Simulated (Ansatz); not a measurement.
# Co in Ansatz: the effect of target pressure

The system is Co.

```
Co
1.0
     2.47056    0.00000    0.00000
    -1.23528    2.13957    0.00000
     0.00000    0.00000    8.08823
Co
4
Direct
  0.66667 0.33333 0.75000
  0.00000 0.00000 0.50000
  0.33333 0.66667 0.25000
  0.00000 0.00000 0.00000
```

Alike in all runs:

- Program: Ansatz 0.2.0
- Task: relaxation of cell and atoms
- Functional: PBE
- Potentials or basis: Ansatz PAW
- Cutoff: 420 eV (not typed: the program's choice for these potentials)
- k mesh: 12 × 12 × 4
- Occupations: fermi-dirac, width 0.05 eV
- Spin: collinear spin, ferromagnetic start
- Starting moments: [2.0, 2.0, 2.0, 2.0] μB

Each run relaxes the cell or the atoms first.

| target pressure | relaxed volume (Å³/atom) | moment (μB) |
| --- | --- | --- |
| 0 GPa | ? | ? |
| 2 GPa | 10.81 | 6.65 |
| 5 GPa | 10.67 | 6.60 |
| 10 GPa | 10.46 | 6.52 |
| 20 GPa | 10.07 | 6.31 |
| 30 GPa | 9.76 | 6.14 |

Q: What does the run with target pressure 0 GPa give?

A: Relaxed volume 10.92 Å³/atom; moment 6.67 μB.

Worked out: In Murnaghan's law V^(-B') rises as a straight line in P. The other rows fit best with B' = 3.9, V0 = 10.91 Å³/atom and B0 = 214 GPa, which gives 10.91 Å³/atom at 0 GPa, against the run's 10.92. A parabola through the other rows of the moment, of slope -0.0185 μB per GPa there, extrapolates to 6.69 μB, against the run's 6.67.

Caveats: the plane-wave basis is chosen anew once the cell has moved, so the energies of steps on either side of that aren't comparable.
